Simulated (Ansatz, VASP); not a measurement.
## Two plane-wave programs on SnO2

```
Sn O
1.0
     0.00000    2.60802    2.60802
     2.60802    0.00000    2.60802
     2.60802    2.60802    0.00000
Sn O
1 2
Direct
  0.00000 0.00000 0.00000
  0.75000 0.75000 0.75000
  0.25000 0.25000 0.25000
```

Change from the starting cell: volume scaled by 1.04.

Alike in both runs: task single point; functional PBE; k mesh 9 × 9 × 9; occupations fermi-dirac, width 0.05 eV; no spin polarisation.

|  | VASP | Ansatz |
| --- | --- | --- |
| version | VASP 6.6.1 | Ansatz 0.2.0 |
| potentials or method | VASP PAW PBE potentials, release 64 (Sn_d, O) | Ansatz PAW |
| plane-wave cutoff (eV) | 520 | 420 |
| valence electrons in the cell | 26 | 26 |

```csv
,VASP,Ansatz,Ansatz less VASP
gap on the k mesh at the Fermi level (eV),none,none,-
pressure (GPa),-6.6,-7.0,-0.41
```

A gap of «none» marks a metal or a gap that the smearing closes.

Caveats: the pressure holds a Pulay correction of +0.9 GPa for the finite cutoff (Ansatz).
